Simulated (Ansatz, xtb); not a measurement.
**Ligand exchange: C5H12 + Si(CH3)3F → C4H9F + Si(CH3)4**

Species: C5H12 (isopentane) `CCC(C)C`, singlet; Si(CH3)3F (trimethylsilyl fluoride), singlet; C4H9F (2-fluorobutane) `CCC(C)F`, singlet; Si(CH3)4 (tetramethylsilane), singlet. The partners trade CH3 for F: C–CH3 and Si–F bonds give way to C–F and Si–CH3.

Shapes, held fixed at every level: PBE0-D4/def2-TZVP. Flexible molecules stand in one conformer, not always the lowest. Programs: Ansatz 0.2.0, xtb 6.7.1, xtb 6.7.1 later snapshot. Electronic energies: no zero-point or thermal term.

```tsv
level	kind	ΔE (kJ/mol)	less CCSD(T)/CBS estimate
GFN0-xTB	semi-empirical	+97.3	-77.6
B3LYP-D4/def2-TZVPP	global hybrid	+165.6	-9.3
PBE0-D4/def2-TZVPP	global hybrid	+162.7	-12.2
r2SCAN0-D4/def2-TZVPP	global hybrid	+169.2	-5.7
wB97M-V/def2-TZVPP	range-separated hybrid	+167.0	-7.9
CCSD(T)/def2-TZVPP	coupled cluster or CI	+172.8	-2.1
CCSD/def2-TZVPP	coupled cluster or CI	+174.0	-0.9
CCSD(T)/CBS estimate	coupled cluster or CI	+174.9	0.0
```

The highest level, CCSD(T)/CBS estimate, gives ΔE = +174.9 kJ/mol; the levels span +97.3 to +174.9. GFN0-xTB strays far from the other rows. The column of differences is taken from that level and isn't an error. No measured value is set beside it here. The CBS estimate extrapolates MP2 from def2-TZVPP and def2-QZVPP and adds CCSD(T) − MP2 in the triple-zeta set, cores frozen.
